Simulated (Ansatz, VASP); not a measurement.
**Two plane-wave programs on AlN**

```
CELL_PARAMETERS angstrom
3.31212 0.00000 0.00000
-1.65606 2.86838 0.00000
0.00000 0.00000 4.18756
ATOMIC_POSITIONS crystal
Al 0.33333 0.66667 0.75000
Al 0.66667 0.33333 0.25000
N 0.33333 0.66667 0.25000
N 0.66667 0.33333 0.75000
```

Measurements of this composition are mostly on another form, of space group No. 186.

Alike in both runs: task relaxation of cell and atoms; functional LDA; k mesh 9 × 9 × 6; occupations gaussian, width 0.1 eV; no spin polarisation.

|  | VASP | Ansatz |
| --- | --- | --- |
| version | VASP 6.6.1 | Ansatz 0.2.0 |
| potentials or method | VASP PAW LDA potentials, release 64 (Al, N) | scalar-relativistic, plane waves, PAW |
| plane-wave cutoff (eV) | 600 | 420 |
| valence electrons in the cell | 16 | 16 |

|  | VASP | Ansatz | Ansatz less VASP |
| --- | --- | --- | --- |
| gap on the k mesh at the Fermi level, each at its own relaxed structure (eV) | 3.61 | 3.61 | +0.003 |
| relaxed volume (Å³/atom) | 9.55 | 9.53 | -0.014 |
| relaxed cell length with the largest relative difference (Å) | 4.113 | 4.108 | -0.0048 |
| energy change over the relaxation (meV/atom) | -11 | -12 | -1.2 |

Ansatz warned: «pseudo_functional_mismatch».

Caveats: an odd mesh through Γ misses points on the zone boundary, where band edges often lie. LDA gaps usually lie below the measured ones, often by a third to a half.
